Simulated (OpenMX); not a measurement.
BAs:

```
CELL_PARAMETERS angstrom
0.00000 2.38850 2.38850
2.38850 0.00000 2.38850
2.38850 2.38850 0.00000
ATOMIC_POSITIONS crystal
As 0.75000 0.75000 0.75000
B 0.00000 0.00000 0.00000
```

Base run:

- Program: OpenMX 3.8.5
- Functional: PBE
- Potentials or basis: OpenMX 2013 PBE set, As7.0-s3p2d1, B7.0-s2p2, grid cutoff 500 Ry
- k mesh: 11 × 11 × 11
- Occupations: fermi-dirac, width 0.05 eV
- Spin: no spin polarisation

Its results: band gap on the k mesh 2.32 eV, indirect (least direct gap 3.39 eV); pressure 6.9 GPa.

**Question.** The run is repeated on the same cell with these changes: potentials or basis from OpenMX 2013 PBE set, As7.0-s3p2d1, B7.0-s2p2, grid cutoff 500 Ry to OpenMX 2013 PBE set, As7.0-s3p2d2, B7.0-s2p2d1, grid cutoff 500 Ry. What comes out?

**Answer.** Band gap on the k mesh 1.26 eV, indirect (least direct gap 3.35 eV); pressure 2.7 GPa.

Caveats: the basis of atomic orbitals isn't converged, which shifts pressures, moduli and gaps.

Not every run made on this cell is shown here.
